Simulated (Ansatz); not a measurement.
BN: ideal shear of a crystal plane

These are results of DFT PBE+D3(BJ), scalar-relativistic, plane waves, PAW (Ansatz 0.2.0), not measurements. Cutoff 420 eV, Γ-centred 10×10×2 k-points, Gaussian smearing of 0.05 eV. No spin polarisation. Energies are free energies at this smearing, counted from the undisturbed cell; pressure is positive in compression.

Zero of the scan (as given, not relaxed at this level; it stands at 0.6 GPa):

```
CELL_PARAMETERS angstrom
-2.50399 0.00000 0.00000
-1.25200 -2.16852 0.00000
0.00000 0.00000 13.32240
ATOMIC_POSITIONS crystal
B 0.33333 0.33333 0.87500
B 0.33333 0.33333 0.37500
B 0.66667 0.66667 0.12500
B 0.66667 0.66667 0.62500
N 0.33333 0.33333 0.12500
N 0.33333 0.33333 0.62500
N 0.66667 0.66667 0.87500
N 0.66667 0.66667 0.37500
```

The cut lies on the cell's a–b face, a (0 0 1) plane (indices in the standard cell, whose axes needn't be the Cartesian ones shown) of area 5.43 Å², between layers 3.33 Å apart. Vector c is tilted by f times 1·a + 1·b (length 4.337 Å) with the atoms' Cartesian places fixed: one unrelaxed fault a cell. The traction is dγ/du, the slope of γ against the slip u in Å.

| f | γ (mJ/m²) | traction (GPa) |
| --- | --- | --- |
| 0.0000 | 0 | 0.0 |
| 0.0833 | 10 | 0.6 |
| 0.1667 | 38 | 0.9 |
| 0.2500 | 71 | 0.7 |
| 0.3333 | 84 | 0.0 |
| 0.4167 | 71 | -0.7 |
| 0.5000 | 42 | -0.8 |
| 0.5833 | 18 | -0.4 |
| 0.6667 | 10 | 0.0 |
| 0.7500 | 14 | 0.1 |
| 0.8333 | 14 | -0.1 |
| 0.9167 | 6 | -0.3 |

Question: Read off the first barrier and the stress needed to climb it, and compare with Frenkel's sinusoid.

Answer: The first sampled maximum lies at f = 0.333, a slip of 1.45 Å, with γ ≈ 84 mJ/m², which stands in for the unstable fault energy γ_us, and the steepest sampled slope before it is 0.9 GPa. A sinusoid γ = γ_us sin²(πu/λ) with its maximum there has λ = 2.89 Å and a largest slope πγ_us/λ = 0.9 GPa (1 mJ/m² per Å = 0.01 GPa). The stand-in is too high: a rotation axis of order three or more passes through this point, so the curvature is the same in every direction of the plane and the point is a peak of the γ-surface, which slip goes round.

Question: Is there a metastable fault on this line?

Answer: The samples dip to a local minimum of 10 mJ/m² at f = 0.667. If it survives relaxation and slip across the line, it is a planar fault that lets a dislocation split into partials, more widely the lower its energy (an antiphase boundary, where the slip puts unlike atoms in each other's places). Between this point and the perfect stacking at f = 1 the samples rise only to 14 mJ/m², so slip in the opposite sense meets a far lower barrier than the first maximum.

The cut is rigid; relaxing the faces lowers these energies and usually the stresses.